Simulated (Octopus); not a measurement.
# SiC (Moissanite) under changes of volume

One of the cells (10.341 Å³/atom); the others are scaled copies at fixed shape and fractional positions:

```
CELL_PARAMETERS angstrom
3.07600 0.00000 0.00000
-1.53800 2.66389 0.00000
0.00000 0.00000 5.04800
ATOMIC_POSITIONS crystal
Si 0.66667 0.33333 0.50000
Si 0.33333 0.66667 0.00000
C 0.66667 0.33333 0.88500
C 0.33333 0.66667 0.38500
```

| Item | Value |
| --- | --- |
| Program | Octopus 16.4 |
| Functional | PBE |
| Potentials or basis | pseudodojo_pbe (PseudoDojo 0.5, PBE) |
| Grid spacing | 0.123 Å |
| k mesh | 10 × 10 × 5 |
| Occupations | fermi-dirac, width 0.05 eV |
| Spin | no spin polarisation |

```csv
volume (Å³/atom),energy over the lowest point (meV/atom),gap on the mesh (eV),largest force (eV/Å)
9.721,44.44,2.39,0.862
9.927,23.72,2.42,0.826
10.134,?,?,?
10.341,1.86,2.49,0.759
10.548,0.00,2.52,0.728
10.755,3.31,2.53,0.699
10.961,11.51,2.49,0.671
```

Task: What does the run at 10.134 Å³/atom give?

Result: Energy over the lowest point 9.50 meV/atom; gap on the mesh 2.46 eV; largest force 0.792 eV/Å.

Worked out: A Birch-Murnaghan fit of order 3 (a polynomial in V^(-2/3)) to the other rows has its minimum at 10.52 Å³/atom with B0 = V·E''(V) = 212 GPa and B' = 3.3 at fixed shape and positions, which overstates the stiffness. It gives 9.66 meV/atom at 10.134 Å³/atom, against the run's 9.50. A parabola through the other rows of the gap, of slope 1.59 eV per unit of ln V there, gives 2.47 eV, against the run's 2.46.

Energies are extrapolated to zero smearing.

Caveats: an odd mesh through Γ misses points on the zone boundary, where band edges often lie.
